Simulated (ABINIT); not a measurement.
Crystal: Sb.

```
CELL_PARAMETERS angstrom
-1.57654 1.57654 2.71194
1.57654 -1.57654 2.71194
1.57654 1.57654 -2.71194
ATOMIC_POSITIONS crystal
Sb 0.00000 0.00000 0.00000
```

This isn't the form of Sb at room conditions, which is rhombohedral.

Base run:

```yaml
Program: ABINIT 10.8.3 (patched build)
Functional: BLYP
Potentials_or_basis: JTH PAW PBE v2.0
Cutoff: 517 eV
k_mesh: 12 × 12 × 12
Occupations: fermi-dirac, width 0.05 eV
Spin: no spin polarisation
```

Its results: band gap on the k mesh none (metal or under the smearing width); pressure 7.2 GPa.

Q: After a change of settings the same cell gave: band gap on the k mesh none (metal or under the smearing width); pressure -1.8 GPa. Which change was it?
A. functional from BLYP to r2SCAN
B. functional from BLYP to RPBE
C. functional from BLYP to revPBE
D. functional from BLYP to AM05

A: D.

AM05 binds more tightly than BLYP, so the same cell stands under less pressure.

Caveats: the PAW data sets were made with another functional, which shifts forces and pressure a little.

Runs at the PBE level aren't shown here.
